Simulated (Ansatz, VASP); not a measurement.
Given: the input of a run of VASP 6.6.1 on HfB2.

Contents of INCAR:

```
SYSTEM = HfB2
PREC = Accurate
ENCUT = 520
EDIFF = 1E-7
ISMEAR = -1
SIGMA = 0.05
LREAL = .False.
LASPH = .True.
NELM = 100
ALGO = Normal
ISIF = 2
LWAVE = .False.
LCHARG = .False.
GGA = CA
NBANDS = 15
```

Contents of KPOINTS:

```
regular mesh
0
Gamma
  10 10 8
  0 0 0
```

File POSCAR:

```
HfB2
1.0
    3.1189255395      0.0000000000      0.0000000000
   -1.5594627698      2.7010687497      0.0000000000
    0.0000000000      0.0000000000      3.4566435916
Hf B
1 2
Direct
    0.0000000000      0.0000000000      0.0000000000
    0.6666666667      0.3333333333      0.5000000000
    0.3333333333      0.6666666667      0.5000000000
```

Potentials or basis: VASP PAW LDA potentials, release 64 (Hf_pv, B).

Run with:

```console
$ cat potpaw_LDA.64/Hf_pv/POTCAR potpaw_LDA.64/B/POTCAR > POTCAR
$ mpirun -np 1 vasp_std > vasp.out
```

Q: Translate it to Ansatz 0.2.0. Potentials there: all-electron LAPW, scalar-relativistic.

A: As run (the cutoff follows the program's own potentials):

input.yaml

```yaml
crystal:
  lattice:
    - [3.1189255395, 0.0, 0.0]
    - [-1.5594627698, 2.7010687497, 0.0]
    - [0.0, 0.0, 3.4566435916]
  atoms:
    - { symbol: Hf, position: [0.0, 0.0, 0.0] }
    - { symbol: B, position: [0.6666666667, 0.3333333333, 0.5] }
    - { symbol: B, position: [0.3333333333, 0.6666666667, 0.5] }
kpoints:
  mp_grid: { grid: [10, 10, 8] }
scf:
  occupations: { method: fermi_dirac, width: 0.05 }
hamiltonian:
  xc: lda
  pseudopotentials: { kind: all_electron, lapw: { basis_error: 0.002 } }
output:
  forces: true
  stress: true
  eigenvalues: true
```

Potentials or basis: all-electron LAPW, scalar-relativistic.

The run is started by

```console
$ ansatz run input.yaml --threads 2 --pin off --max-ram 8192MiB --backend cpu --events-out ev --progress --plain --runs-dir out
```

Both were run:

|  | VASP | Ansatz | Ansatz less VASP |
| --- | --- | --- | --- |
| gap on the k mesh at the Fermi level (eV) | none | none | - |
| pressure (GPa) | -4.7 | -5.1 | -0.49 |
| largest component of the traceless stress (GPa) | 0.15 | 0.38 | +0.230 |

A gap of «none» marks a metal or a gap that the smearing closes. Ansatz ran all-electron here, so the differences hold the error of VASP's frozen core and of both bases.

The runs have no spin-orbit coupling, so splittings on Hf are missing.
